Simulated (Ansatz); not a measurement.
Cl:

```
Cl
1.0
     3.14500   -2.25000    0.00000
     3.14500    2.25000    0.00000
     0.00000    0.00000    8.21000
Cl
4
Direct
  0.37000 0.63000 0.40000
  0.13000 0.87000 0.90000
  0.63000 0.37000 0.60000
  0.87000 0.13000 0.10000
```

```yaml
Program: Ansatz 0.2.0
Task: relaxation of cell and atoms
Functional: BLYP
Potentials_or_basis: Ansatz PAW
Cutoff: "420 eV (not typed: the program's choice for these potentials)"
k_mesh: 7 × 7 × 4
Occupations: fermi-dirac, width 0.05 eV
Spin: no spin polarisation
```

At the start: volume 29.05 Å³/atom.

**Question.** Where does the relaxation end?

**Answer.** It ends after 24 steps and the volume is 55.22 Å³/atom (+90.1 %); space group Cmce (No. 64, to 0.05 Å).

The path:
```tsv
step	energy change (eV)	largest force (eV/Å)	volume (Å³)
1	0.0000	0.5655	116.19
2	-0.1106	0.0922	127.82
3	-0.1560	0.0546	138.09
4	-0.1777	0.0745	147.46
5	-0.1882	0.0199	152.99
6	-0.1893	0.0013	155.04
7	-0.1893	0.0006	154.52
8	-0.2052	0.0032	154.52
9	-0.2158	0.0066	159.06
10	-0.2243	0.0035	164.33
11	-0.2308	0.0028	170.10
12	-0.2348	0.0025	176.22
13	-0.2354	0.0014	181.54
14	-0.2356	0.0009	180.28
15	-0.2432	0.0015	180.28
16	-0.2484	0.0021	186.19
17	-0.2526	0.0022	192.27
18	-0.2558	0.0014	198.44
19	-0.2577	0.0005	204.59
20	-0.2579	0.0011	208.78
21	-0.2618	0.0009	208.78
22	-0.2642	0.0012	214.79
23	-0.2660	0.0013	220.89
24	-0.2663	0.0013	220.89
```

Final structure:
```
Cl
1.0
     5.57249   -2.30330    0.00000
     5.57249    2.30330    0.00000
     0.00000    0.00000    8.60496
Cl
4
Direct
  0.39438 0.60562 0.39486
  0.10562 0.89438 0.89486
  0.60562 0.39438 0.60514
  0.89438 0.10562 0.10514
```

Caveat: the volume moved by over 15 % at a fixed basis, so the end points are rough; the plane-wave basis is chosen anew once the cell has moved, so the energies of steps on either side of that aren't comparable; the volume moved by +90 % from the deposited cell, more than functionals usually miss; the PAW data sets come from PBE, with cores solved anew for the run's functional, which leaves a small shift of forces and pressure.
